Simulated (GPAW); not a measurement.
Consider K on a Na site in NaTiS2.

```cif
data_structure
_symmetry_space_group_name_H-M 'P 1'
_symmetry_Int_Tables_number 1
_cell_length_a 6.9380
_cell_length_b 6.9380
_cell_length_c 7.9439
_cell_angle_alpha 115.893
_cell_angle_beta 64.107
_cell_angle_gamma 120.000
_cell_volume 285.97
loop_
_atom_site_label
_atom_site_type_symbol
_atom_site_fract_x
_atom_site_fract_y
_atom_site_fract_z
_atom_site_occupancy
Ti1 Ti 0.99924 0.00094 0.99883 1
Ti2 Ti 0.00037 0.50133 0.99964 1
Ti3 Ti 0.50020 0.50041 0.99997 1
Ti4 Ti 0.50038 0.00049 0.00018 1
S5 S 0.26235 0.73834 0.21346 1
S6 S 0.25789 0.23290 0.20685 1
S7 S 0.76739 0.23470 0.20808 1
S8 S 0.76785 0.74383 0.20751 1
S9 S 0.73792 0.26245 0.78665 1
S10 S 0.74045 0.76619 0.79137 1
S11 S 0.23324 0.76783 0.79182 1
S12 S 0.23351 0.25946 0.79109 1
K13 K 0.49999 0.50092 0.49794 1
Na14 Na 0.50002 0.00055 0.50008 1
Na15 Na 0.00016 0.00019 0.50005 1
Na16 Na 0.99993 0.50009 0.50016 1
```

Absorber: atom 13, with 3 S at 2.85 Å and 3 S at 2.86 Å (distorted octahedral; the defect atom itself). Method: GPAW, PBE, excited-electron core hole (neutral cell), 16-atom cell with 6.9 Å between holes, 3×3×3 k points, dipole transitions, Gaussian full width 0.9 eV up to 4 eV, rising linearly to 3.5 eV at 25 eV.

Q: Predict the near-edge structure at the K K edge.

Main maxima up to 25 eV above the zero (height): 2.4 eV (0.67), 4.1 eV (1.19), 7.4 eV (1.23), 11.0 eV (1.20) and 19.8 eV (1.62). A K edge sees empty p states on the absorber. The total-energy difference is 3621.93 eV. One term is added: -19.86 eV, since the hole is spin-paired here and a spin-polarised one costs that much less in the free atom (computed apart). The photon energy is then 3602.07 eV. The tabulated edge of the element is 3608.4 eV. The functional leaves an error of a few eV in such absolute values.

The K K spectrum (energy from the lowest empty level; intensity scaled to a mean of 1 over the first 20 eV):

```tsv
E (eV)	isotropic	ε ∥ x	ε ∥ z
-2.0	0.00	0.00	0.00
-1.5	0.00	0.00	0.00
-1.0	0.00	0.00	0.00
-0.5	0.02	0.02	0.02
0.0	0.07	0.06	0.08
0.5	0.14	0.14	0.13
1.0	0.19	0.21	0.15
1.5	0.25	0.19	0.35
2.0	0.52	0.45	0.67
2.5	0.67	0.75	0.51
3.0	0.52	0.68	0.21
3.5	0.80	1.12	0.15
4.0	1.17	1.61	0.31
4.5	1.15	1.50	0.46
5.0	1.08	1.32	0.59
5.5	0.90	0.90	0.89
6.0	0.71	0.56	1.01
6.5	0.87	0.75	1.12
7.0	1.16	0.99	1.51
7.5	1.22	1.00	1.68
8.0	1.14	0.98	1.46
8.5	1.07	1.00	1.22
9.0	1.01	0.96	1.12
9.5	1.00	0.93	1.15
10.0	1.08	1.00	1.25
10.5	1.17	1.06	1.40
11.0	1.20	1.05	1.50
11.5	1.17	1.03	1.45
12.0	1.13	1.07	1.27
12.5	1.09	1.12	1.04
13.0	1.01	1.08	0.87
13.5	0.88	0.94	0.76
14.0	0.78	0.81	0.72
14.5	0.75	0.76	0.73
15.0	0.80	0.81	0.76
15.5	0.91	0.96	0.81
16.0	1.06	1.15	0.87
16.5	1.23	1.36	0.95
17.0	1.39	1.56	1.04
17.5	1.51	1.69	1.15
18.0	1.57	1.73	1.25
18.5	1.59	1.69	1.38
19.0	1.60	1.62	1.56
19.5	1.62	1.54	1.77
20.0	1.62	1.47	1.93
20.5	1.57	1.38	1.96
21.0	1.47	1.28	1.84
21.5	1.32	1.18	1.59
22.0	1.16	1.10	1.30
22.5	1.04	1.04	1.03
23.0	0.95	1.01	0.85
23.5	0.90	0.99	0.74
24.0	0.88	0.97	0.70
24.5	0.87	0.95	0.70
25.0	0.86	0.93	0.72
25.5	0.85	0.90	0.75
```

The cell shows no gap over 0.35 eV; the host's own band filling, the defect's levels or the functional may be the cause. In so small a cell the defects form an ordered array, and no site is far from one. The mesh is coarse (0.36 Å⁻¹ between points), so small maxima may be mesh ripples. Lifetime broadening is put in by hand, and intensities beyond about 20 eV depend on it and on the partial waves.

[Banner, clock and machine lines of the logs are left out without a mark of their own.]

[Logs are printed without paths, hosts, clocks, repeated set-up lines and the standing remarks that a program may print on its own settings, such as how far it seeks lower states.]

[Hosts, paths, dates, database ids (printed as entryN), source tags and the programs' standing remarks are cut or masked in the printed files.]

[Lists of maxima count a maximum above −3 eV only where it reaches 4 % of the highest in the window and stands out from its surroundings by 2 % of it (1.5 % where it reaches 55 %); shoulders and weaker maxima are passed over, and of the rest the first, up to two pre-edge ones and the few strongest are named.]
